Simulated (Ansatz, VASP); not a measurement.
# BC107 (B_C-B_C) in two plane-wave programs

Aim: how closely do two programs agree when they are given the same cell, functional and k mesh? The structure shown is the start of the Ansatz relaxation below; VASP solves that cell, so the two are compared at the walk's first step.

Calculated with Ansatz 0.2.0; plane waves, with VASP 6.6.1 beside it; single point at LDA.

### 1. The starting structure

The cell holds 216 atoms: 214 C and 2 B. Its edges and angles: a = 10.595 Å, b = 10.595 Å, c = 10.595 Å, α = 90.0°, β = 90.0°, γ = 90.0°. It derives from C (C (Fd-3m)). Nearest the centre at fractional (0.375, 0.375, 0.375): B215 at 0.72 Å, B216 at 0.74 Å, C105 at 1.88 Å, C78 at 1.89 Å, C16 at 1.90 Å, C106 at 1.93 Å, C31 at 1.93 Å, C107 at 1.96 Å. The cell carries charge −1.

### 2. Ansatz: relaxation, LDA

Ansatz runs on its default PAW (the set named soft_2) files.

The two programs are compared at the cell with which this relaxation starts, whose forces are those of its first step.

The input, input.yaml:

```yaml
crystal:
  lattice:
    - [3.53172939, 0.0, 0.0]
    - [0.0, 3.53172939, 0.0]
    - [0.0, 0.0, 3.53172939]
  atoms:
    - { symbol: C, position: [0.0, 0.0, 0.0] }
    - { symbol: C, position: [0.0, 0.5, 0.5] }
    - { symbol: C, position: [0.5, 0.0, 0.5] }
    - { symbol: C, position: [0.5, 0.5, 0.0] }
    - { symbol: C, position: [0.25, 0.25, 0.25] }
    - { symbol: C, position: [0.25, 0.75, 0.75] }
    - { symbol: C, position: [0.75, 0.25, 0.75] }
    - { symbol: C, position: [0.75, 0.75, 0.25] }
  supercell: [3, 3, 3]
  defects:
    - { substitution: { at: 108, symbol: B } }
    - { substitution: { at: 104, symbol: B } }
total_charge: -1
basis:
  ecutwfc: 420
  xc_grid: 2
hamiltonian:
  xc: lda
kpoints:
  mp_grid: { grid: [1, 1, 1] }
magnetization:
  spin_polarized: true
  initial_magnetization: 1
  spin_locking: { lock_magnetization: hard }
scf:
  occupations: { method: fermi_dirac, width: 0.01 }
  max_iter: 80
output:
  forces: true
  charged_corrections:
    epsilon: 5.87
    static_epsilon: 5.87
    defect_position: [0.375, 0.375, 0.375]
relax:
  f_tol: 0.01
  max_steps: 80
  random_displacement: { amplitude: 0.05, seed: 8510 }
checkpoint:
  write: "../qm1_M1.relax_smeared.run"
  compress: false
  write_wavefunctions: true
  write_every: 100000
```

Launch:

```console
$ ansatz run input.yaml --threads 4 --pin off --max-ram 14131MiB --backend cpu --events-out ev --progress --plain --runs-dir out
```

Numbers of over 12 decimals in the logs are rounded to 6 here.

What it wrote:

```text
Engine: ansatz 0.2.0, aarch64-unknown-linux-gnu
Pseudopotentials: kind: paw
Pseudopotential: C, paw, valence charge 4, recommended cutoff 420 eV (normal), C.paw.azcp
Pseudopotential: B, paw, valence charge 3, recommended cutoff 420 eV (normal), B.paw.azcp
Functional definition: SPW92
  exchange = slater_x
  correlation = pw_c
Crystal: 216 atoms, lattice volume = 1189.395 Å³
Basis set: ecut = 420 eV, 23127 PW (Γ), exchange–correlation on 144×144×144 points (8 copies of the dense FFT grid, shifted against one another)
Bands: 648, of which v1, the nominal top of the filled ones, is band 432 counted from 1 (431 counted from 0)
Symmetry: 1 space group operations
k-points: 1
Non-local potential: C, projectors of the file, l = 0: 2, l = 1: 2, l = 2: 1
Non-local potential: B, projectors of the file, l = 0: 2, l = 1: 2, l = 2: 1
PAW form: soft (Blöchl's): semilocal exchange-correlation on the pseudo side does not see the compensation charge
PAW frozen core: C, regenerated for the run's functional, and the local potential with it (the file was generated under x = pbe(κ = 0.804, μ = 0.219515), c = pbe(β = 0.066725))
PAW frozen core: B, regenerated for the run's functional, and the local potential with it (the file was generated under x = pbe(κ = 0.804, μ = 0.219515), c = pbe(β = 0.066725))
PAW one-centre angular grid: C, 110 points (default); XC on 64 Gauss nodes
PAW one-centre angular grid: B, 110 points (default); XC on 64 Gauss nodes
Initial density: superposition of atomic densities (chi_scale 0.1, normalization cell, long waves kept (reshape's long-wave potential 0.24 eV rms))
Starting moments: Σ|m| = 1 μB on 216 of 216 sites
Initial wavefunctions: pseudopotential atomic-orbital guess
Functional: x = slater, c = lda
SCF iter   1: F=—  HF=-52348.173505 eV  |F-HF|=—  |Δ(HF+E_count)|=         —  Δρ=7.61e-2 (↑7.61e-2 ↓7.56e-2)  dr2=2.22e2  dr2_m=4.94e-3  M=1.000 μB ∫|m|=1.003 μB  β_m=0.30  ethr=3.10e-3  ⟨swp⟩=5.0  Hψ=5280  notcnv=0  defer=220
preconditioner: auto → Resta (q_TF=auto, 2.586 Å⁻¹)  ε∞=4.3  [insulator: Δε(μ)=0.113 eV  Ē_g=17.314 eV  σ=0.010 eV  W_gap=0.99  n_scr=364 (ndim 8)  ℏωp=31.6 eV  f_vac=0.000  D(μ)=0.71/eV (n_scr^D=0)  ε∞_Penn≈4.3]
spin=Collinear: Resta preconditioning applied to the charge; magnetization (m = ρ↑ − ρ↓) channel mixes plain (no charge-response kernel on spin).
SCF iter   2: F=—  HF=-52310.801152 eV  |F-HF|=—  |Δ(HF+E_count)|=    3.74e1  Δρ=5.49e-2 (↑5.49e-2 ↓5.45e-2)  dr2=1.14e2  dr2_m=2.61e-3  M=1.000 μB ∫|m|=1.009 μB  β_m=0.65  ethr=3.10e-3  ⟨swp⟩=2.0  Hψ=1964  notcnv=0  defer=420
SCF iter   3: F=—  HF=-52268.564354 eV  |F-HF|=—  |Δ(HF+E_count)|=    4.22e1  Δρ=9.14e-3 (↑4.40e-3 ↓9.14e-3)  dr2=3.03e0  dr2_m=1.50e-1  M=1.000 μB ∫|m|=1.050 μB  β_m=0.82  ethr=3.10e-3  ⟨swp⟩=3.0  Hψ=1770  notcnv=0  defer=420
SCF iter   4: F=—  HF=-52268.470703 eV  |F-HF|=—  |Δ(HF+E_count)|=   9.37e-2  Δρ=6.17e-3 (↑2.30e-3 ↓6.17e-3)  dr2=1.87e0  dr2_m=6.70e-2  M=1.000 μB ∫|m|=1.053 μB  β_m=0.68  ethr=3.51e-4  ⟨swp⟩=3.0  Hψ=2133  notcnv=0  defer=420
SCF iter   5: F=—  HF=-52268.195872 eV  |F-HF|=—  |Δ(HF+E_count)|=   2.75e-1  Δρ=1.38e-3 (↑8.39e-4 ↓1.38e-3)  dr2=7.22e-2  dr2_m=2.46e-3  M=1.000 μB ∫|m|=1.048 μB  β_m=0.84  ethr=2.17e-4  ⟨swp⟩=2.5  Hψ=1437  notcnv=0  defer=420
SCF iter   6: F=—  HF=-52268.189107 eV  |F-HF|=—  |Δ(HF+E_count)|=   6.76e-3  Δρ=3.69e-4 (↑1.86e-4 ↓3.69e-4)  dr2=6.87e-3  dr2_m=2.44e-4  M=1.000 μB ∫|m|=1.057 μB  β_m=0.77  ethr=8.37e-6  ⟨swp⟩=2.5  Hψ=1812  notcnv=0  defer=420
SCF iter   7: F=—  HF=-52268.188210 eV  |F-HF|=—  |Δ(HF+E_count)|=   8.97e-4  Δρ=1.07e-4 (↑3.01e-5 ↓1.07e-4)  dr2=2.90e-4  dr2_m=2.84e-5  M=1.000 μB ∫|m|=1.058 μB  β_m=0.83  ethr=7.96e-7  ⟨swp⟩=2.0  Hψ=1325  notcnv=0  defer=420
SCF iter   8: F=—  HF=-52268.190118 eV  |F-HF|=—  |Δ(HF+E_count)|=   1.91e-3  Δρ=2.72e-5 (↑1.27e-5 ↓2.72e-5)  dr2=1.59e-5  dr2_m=1.67e-6  M=1.000 μB ∫|m|=1.057 μB  β_m=0.89  ethr=3.36e-8  ⟨swp⟩=2.0  Hψ=1346  notcnv=0  defer=420
SCF iter   9: F=—  HF=-52268.190118 eV  |F-HF|=—  |Δ(HF+E_count)|=   8.78e-7  Δρ=5.29e-6 (↑3.61e-6 ↓5.29e-6)  dr2=9.78e-7  dr2_m=4.61e-8  M=1.000 μB ∫|m|=1.057 μB  β_m=0.81  ethr=2.90e-10  ⟨swp⟩=3.5  Hψ=3056  notcnv=0
SCF iter  10: F=-52268.190117 eV  HF=-52268.190117 eV  |F-HF|=4.22e-9  |Δ(HF+E_count)|=   1.73e-7  Δρ=5.66e-7 (↑5.66e-7 ↓4.64e-7)  dr2=7.47e-9  dr2_m=5.38e-10  M=1.000 μB ∫|m|=1.057 μB  ethr=1.13e-10  ⟨swp⟩=2.5  Hψ=2220  notcnv=0
SCF 1 converged in 10 iterations: F = -52268.190117 eV  dr2 = 7.47e-9
  greatest PAW one-centre occupation: 0.655 electrons in one spin orbital (limit 2), on the C atom at site 106 (counted from 0), in its partial waves of l = 0
relax step   1: F+E_penalty+E_count = -52268.19011744 eV  Δ(F+E_penalty+E_count) = +0.000e0 eV  max|allowed force component| = 4.692e0 eV/Å  Δτ_max = 0.0000 Å  (10 SCF iters, dr2 threshold 2.50e-6 eV, accepted)
Initial density: handed on by an earlier stage of this run
[...]
- { symbol: C, position: [0.416108, 0.584075, 0.584211] }
    - { symbol: C, position: [0.584316, 0.415869, 0.584228] }
    - { symbol: C, position: [0.584318, 0.584089, 0.416044] }
    - { symbol: C, position: [0.333512, 0.333266, 0.666640] }
    - { symbol: C, position: [0.333478, 0.499969, 0.833406] }
    - { symbol: C, position: [0.500209, 0.333239, 0.833415] }
    - { symbol: C, position: [0.499971, 0.499730, 0.666526] }
    - { symbol: C, position: [0.416753, 0.416516, 0.750028] }
    - { symbol: C, position: [0.416828, 0.583346, 0.916681] }
    - { symbol: C, position: [0.583580, 0.416591, 0.916689] }
    - { symbol: C, position: [0.583406, 0.583171, 0.750003] }
    - { symbol: C, position: [0.333412, 0.667108, -0.000349454] }
    - { symbol: C, position: [0.333538, 0.833387, 0.166722] }
    - { symbol: C, position: [0.500021, 0.667346, 0.166024] }
    - { symbol: C, position: [0.500222, 0.833422, -0.000138974] }
    - { symbol: C, position: [0.416961, 0.750425, 0.082963] }
    - { symbol: C, position: [0.416898, 0.916657, 0.250098] }
    - { symbol: C, position: [0.583638, 0.750177, 0.249887] }
    - { symbol: C, position: [0.583656, 0.916566, 0.083327] }
    - { symbol: C, position: [0.333496, 0.666502, 0.333443] }
    - { symbol: C, position: [0.333474, 0.833256, 0.500139] }
    - { symbol: C, position: [0.499967, 0.666394, 0.499903] }
    - { symbol: C, position: [0.500206, 0.833251, 0.333413] }
    - { symbol: C, position: [0.416752, 0.749886, 0.416686] }
[...]
- { symbol: C, position: [0.666677, 0.666444, 0.666601] }
    - { symbol: C, position: [0.666847, 0.833197, 0.833366] }
    - { symbol: C, position: [0.833433, 0.666604, 0.833363] }
    - { symbol: C, position: [0.833433, 0.833204, 0.666770] }
    - { symbol: C, position: [0.750122, 0.749883, 0.750049] }
    - { symbol: C, position: [0.750239, 0.916596, 0.916768] }
    - { symbol: C, position: [0.916832, 0.749997, 0.916762] }
    - { symbol: C, position: [0.916834, 0.916602, 0.750163] }
```

### 3. VASP: single point, LDA, start cell

The same cell, functional (in two slightly different forms), mesh and smearing now go to VASP, with its own data sets.

Lines of VASP's logs that name or quote its potential files are left out, and so is its time.

The input, INCAR:

```
SYSTEM = BC107
PREC = Accurate
ENCUT = 520
EDIFF = 1E-06
NELM = 200
ISMEAR = -1
SIGMA = 0.01
LREAL = Auto
ALGO = Normal
GGA = CA
NELECT = 863
NBANDS = 582
ISPIN = 2
MAGMOM = 0 0 0 0 0 -0 -0 -0 0 0 0 0.02 0 0 0 0.01 0 0 0 0 0 0 0 0 0 0 0.02 0 0 0 0.01 0 0 0 0 0 0 0 0 0 0 0 0 0 0 0 0 0 0 0 0 0 0 0 0 0 0 0 0 0 0 0 0 0 0 0 0 0 0 0 0 0 0 0.02 0 0 0 0.01 0 0 0 0 0 0 0 0 0 0 0 0 0 0 0 0 0 0 0 0 0 0 0 0 0 0 0.01 0.01 0.01 0.02 0.02 0.02 0 0 0 -0 0 0 0 0 0 0 0 0 0 0 0 0 0 0 -0 0 0 0 0 0 0 0 0 0 0 0 0 0 0 0 0 0 0 0 0 0 0 0 0 0 0 0 0 0 0 0 0 0 0 0 0 0 0 0 0 0 0 0 0 0 0 -0 0 0 0 0 0 0 0 0 0 0 0 0 0 0 0 0 0 0 0 0 0 0 0 0 0 0 0 0 0 0 0 0 0 0 0 0 0 0 0.11 0.11
LORBIT = 11
LWAVE = .FALSE.
LCHARG = .FALSE.
ISIF = 2
NUPDOWN = 1
LASPH = .TRUE.
GGA_COMPAT = .FALSE.
```

The input, POSCAR:

```
BC107
1.0
   10.5951881554      0.0000000000      0.0000000000
    0.0000000000     10.5951881554      0.0000000000
    0.0000000000      0.0000000000     10.5951881554
C B
214 2
Direct
    0.9961172941      0.9993079877      0.0025914594
    0.9955619476      0.1651294884      0.1671256776
[... 3 atom lines left out ...]
    0.0844085057      0.2545909483      0.2501920647
    0.2457936529      0.0815723126      0.2512146987
    0.2457998822      0.2483138536      0.0819968449
[... 3 atom lines left out ...]
    0.1634853459      0.1695437564      0.3313657057
[... 1 atom line left out ...]
    0.0851995252      0.2485458457      0.5792501190
[... 1 atom line left out ...]
    0.2543760394      0.2487914288      0.4153782770
[... 10 atom lines left out ...]
    0.1629689794      0.3357092812      0.1649485572
[... 2 atom lines left out ...]
    0.0837444307      0.5820281726      0.2545163862
    0.2483059254      0.4123882404      0.2489534835
[... 1 atom line left out ...]
    0.0022123250      0.3374826334      0.3329347198
[... 1 atom line left out ...]
    0.1712326363      0.3322337412      0.4995383680
    0.1694622100      0.5014868941      0.3298341614
    0.0837713297      0.4120089173      0.4160472599
[... 1 atom line left out ...]
    0.2534705340      0.4188742979      0.5810198847
    0.2514952978      0.5869851397      0.4140785360
[... 33 atom lines left out ...]
    0.3316799993      0.1631033800      0.1640514519
[... 3 atom lines left out ...]
    0.4186329620      0.2511302264      0.2541383844
    0.5836572139      0.0868857623      0.2530896064
    0.5849077816      0.2479174472      0.0872645192
    0.3349758351      0.0027310511      0.3368137448
    0.3334334368      0.1684880885      0.4956477339
[... 1 atom line left out ...]
    0.5020429956      0.1695668801      0.3302212239
    0.4194443680      0.0862291435      0.4191502723
    0.4178098525      0.2534184349      0.5863792987
[... 1 atom line left out ...]
    0.5819959881      0.2510529271      0.4210681240
[... 9 atom lines left out ...]
    0.3293504512      0.5010467886      0.1689711380
    0.4984897788      0.3376456319      0.1678471372
[... 1 atom line left out ...]
    0.4140904282      0.4176643147      0.0795074130
    0.4157506158      0.5871342640      0.2473573816
    0.5806297075      0.4199965055      0.2480321219
[... 1 atom line left out ...]
    0.3335449969      0.4955791179      0.4983627400
    0.4973358588      0.3344742866      0.5037243248
    0.5039489551      0.5011767533      0.3356335865
    0.4193781115      0.5803170184      0.5809208774
    0.5802045145      0.4146534196      0.5804303718
    0.5868994405      0.5848895658      0.4139961401
    0.3372856572      0.3346779640      0.6644664443
[... 2 atom lines left out ...]
    0.5023570060      0.5039892564      0.6657721313
[... 12 atom lines left out ...]
    0.3338120992      0.6620578037      0.3342271933
[... 1 atom line left out ...]
    0.4964684839      0.6655720405      0.5029326447
[... 22 atom lines left out ...]
    0.6625928579      0.1678660137      0.5020581911
[... 22 atom lines left out ...]
    0.6660246988      0.3322491256      0.3378811162
    0.6640802312      0.5038490984      0.5008745406
[... 38 atom lines left out ...]
    0.3359796870      0.3341782088      0.3371481419
    0.4176527057      0.4154621830      0.4122116508
```

The input, KPOINTS:

```
Automatic mesh
0
Gamma
1 1 1
0 0 0
```

The projector-augmented-wave data sets are C and B (LDA family, release 64).

Launch:

```console
$ export OMP_NUM_THREADS=3
$ mpirun -np 1 vasp_gam
```

What it wrote:

```text
[banner, memory and clock lines left out]
running    1 mpi-ranks, on    1 nodes
[...]
Offloading initialized ...    1 GPUs detected
[...]
LDA part: xc-table for (Slater(with rela. corr.)+CA(PZ))
 , standard interpolation
 POSCAR, INCAR and KPOINTS ok, starting setup
[...]
entering main loop
       N       E                     dE             d eps       ncg     rms          rms(c)
DAV:   1     0.600442864310E+04    0.60044E+04   -0.52906E+05  2328   0.155E+03
DAV:   2    -0.165209724713E+04   -0.76565E+04   -0.71601E+04  3060   0.357E+02
DAV:   3    -0.223837133085E+04   -0.58627E+03   -0.57907E+03  2912   0.942E+01
DAV:   4    -0.225291917376E+04   -0.14548E+02   -0.14461E+02  2888   0.162E+01
DAV:   5    -0.225332756536E+04   -0.40839E+00   -0.40751E+00  2928   0.240E+00BRMIX: very serious problems
 the old and the new charge density differ
 old charge density:   862.00000 new  863.00000
    0.623E+01
DAV:   6    -0.217722504023E+04    0.76103E+02   -0.57277E+01  2768   0.108E+01    0.360E+01
DAV:   7    -0.215324352170E+04    0.23982E+02   -0.82342E+01  2800   0.111E+01    0.893E+00
DAV:   8    -0.215292547986E+04    0.31804E+00   -0.91302E+00  2784   0.376E+00    0.488E+00
DAV:   9    -0.215288662286E+04    0.38857E-01   -0.98853E-01  2864   0.128E+00    0.209E+00
[...]
DAV:  15    -0.215287108461E+04   -0.24095E-05   -0.41653E-05  2896   0.101E-02    0.116E-02
DAV:  16    -0.215287108417E+04    0.44353E-06   -0.10558E-05  2648   0.409E-03    0.486E-03
DAV:  17    -0.215287108410E+04    0.63740E-07   -0.10251E-06  1792   0.146E-03
   1 F= -.21528711E+04 E0= -.21528711E+04  d E =-.125585E-06  mag=     1.0000
```

OUTCAR, selected parts (step 3):

```text
 magnetization (x)
# of ion       s       p       d       tot
------------------------------------------
    1        0.000   0.002   0.000   0.003
    2        0.000   0.005   0.000   0.005
    3        0.000   0.005   0.000   0.005
    4        0.000   0.003   0.000   0.003
    5        0.000   0.001   0.000   0.001
    6       -0.000   0.002   0.000   0.002
[...]
214        0.000   0.002   0.000   0.002
  215        0.012   0.144   0.000   0.155
  216        0.011   0.146   0.000   0.157
--------------------------------------------------
tot          0.044   0.797   0.000   0.841
```

The run ends at a pressure of 7.41 GPa, with forces up to 7.3 eV/Å.

### 4. Comparison

Known differences besides the potentials themselves: VASP starts from the moments at which Ansatz ended; the two LDA forms differ slightly; the cutoff is 420 eV in Ansatz and 520 eV in VASP (PREC = Accurate, projectors in real space); VASP's log shows a relativistic correction to its local exchange, Ansatz's none. Total energies have different zeros and are not compared.

Forces on 10 of the 216 atoms, those with the largest forces and the largest differences (eV/Å; atoms numbered as in POSCAR):

```csv
atom,"Ansatz x, y, z","VASP x, y, z"
C13,"-3.081, 2.692, -1.096","-3.092, 2.705, -1.092"
C31,"0.385, 2.984, -0.283","0.410, 2.965, -0.270"
C34,"0.700, -3.836, -0.023","0.696, -3.860, -0.022"
C50,"1.496, -1.912, 2.993","1.498, -1.920, 3.009"
C78,"0.706, -0.328, -2.872","0.679, -0.319, -2.877"
C106,"1.145, -1.562, -1.140","1.121, -1.556, -1.165"
C132,"2.221, -1.449, -3.132","2.242, -1.458, -3.149"
C144,"2.926, 0.034, 2.760","2.938, 0.041, 2.769"
B215,"-4.692, -3.277, -4.480","-4.688, -3.263, -4.468"
B216,"4.116, 3.516, 4.181","4.114, 3.507, 4.163"
```

The forces differ by 9.6 meV/Å r.m.s., which is 0.6 % of the r.m.s. force of 1.538 eV/Å (both taken over all components). Moments aren't recorded for both runs of this pair, so they may hold unlike magnetic states. The cell carries a charge of -1 e against a uniform background, so its pressure also hangs on how the neutralising background is counted, and in a defect's cell a gap may be the spacing between its levels.

### 5. Outcome

| Quantity | Value |
| --- | --- |
| r.m.s. force difference (single point, LDA, start cell) | 0.63 % of the r.m.s. force |

**Reading.** The r.m.s. force difference is 0.63 % of the r.m.s. force (single point, LDA, start cell), within the 3 % picked in this series as the mark of a large difference. 1 further run of this series is not shown here. Such differences can come from data sets, numerical settings and the points named under the comparisons, not from the functional's error against experiment.

[Lines on the potential files, build, host, timing and source positions are cut from VASP's logs without a mark.]

[Logs are printed without paths, hosts, clocks, repeated set-up lines and the standing remarks that a program may print on its own settings, such as how far it seeks lower states.]

[Hosts, paths, dates, database ids (printed as entryN), source tags and the programs' standing remarks are cut or masked in the printed files.]
